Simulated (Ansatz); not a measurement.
Runs of Ansatz 0.2.0 on BAs. The structure is cubic, space group F-43m (No. 216). Conventional cell: a = 4.777 Å, b = 4.777 Å, c = 4.777 Å, α = 90.00°, β = 90.00°, γ = 90.00°. As (site symmetry -43m) is surrounded by 4 B at 2.07 Å. Around B (site symmetry -43m) lie 4 As at 2.07 Å. 

```tsv
task	level	cell	cutoff (eV)	smearing	gap on the mesh (eV)	pressure (GPa)
single point	PBE	as given	315	gaussian 0.016 eV	1.19	2.7
single point	PBE	as given	315	gaussian 0.028 eV	1.19	2.7
relaxation of cell and atoms	PBE+D3(BJ)	relaxed	-	fermi-dirac 0.05 eV	1.18	0.0
band structure	RPBE	as given	314	fermi-dirac 0.05 eV	(a)	(b)
band structure	PBEsol	as given	315	fermi-dirac 0.05 eV	1.09	-0.8
```

Alike in all rows: potentials or basis all-electron LAPW, scalar-relativistic; no spin polarisation; k mesh 10 × 10 × 10; basis error allowed 0.001 eV/atom.

Task: Estimate the missing entries.

Result: (a) 1.22; (b) 5.4.

A k mesh can miss the band edges, and the runs leave out spin-orbit coupling on As.
